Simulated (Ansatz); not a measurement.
Runs of Ansatz 0.2.0 on Rh. It takes space group Fm-3m (No. 225, cubic). Conventional cell: a = 3.796 Å, b = 3.796 Å, c = 3.796 Å, α = 90.00°, β = 90.00°, γ = 90.00°. Around Rh (site symmetry m-3m) lie 12 Rh at 2.68 Å. 

```tsv
task	level	potentials or basis	cell	cutoff (eV)	smearing	basis error allowed	gap on the mesh (eV)	pressure (GPa)
relaxation of cell and atoms	BLYP+D3(BJ)	all-electron LAPW, scalar-relativistic	relaxed	-	fermi-dirac 0.05 eV	0.001 eV/atom	-	0.0
band structure	PBEsol	all-electron PAW datasets made for the crystal	as given	300	fermi-dirac 0.05 eV	-	-	(a)
single point	PBE	all-electron LAPW, scalar-relativistic	as given	278	gaussian 0.026 eV	0.001 eV/atom	none	7.2
band structure	PBEsol	all-electron LAPW, non-relativistic	as given	278	fermi-dirac 0.05 eV	0.001 eV/atom	-	6.6
single point	PBE	all-electron LAPW, scalar-relativistic	as given	278	gaussian 0.025 eV	0.001 eV/atom	none	7.2
```

Alike in all rows: no spin polarisation; k mesh 12 × 12 × 12.

Q: Fill in the values left out.

A: (a) -3.7.

Caveats: the program warned that the printed levels may be off, so bands, gaps and densities of states are rough (some runs); relativity is left out, which matters for the heavier elements (some runs).

A k mesh can miss the band edges, and the runs leave out spin-orbit coupling on Rh.

A gap of «none» marks a metal or a gap under the smearing width.

Not every run made on this cell is shown here.
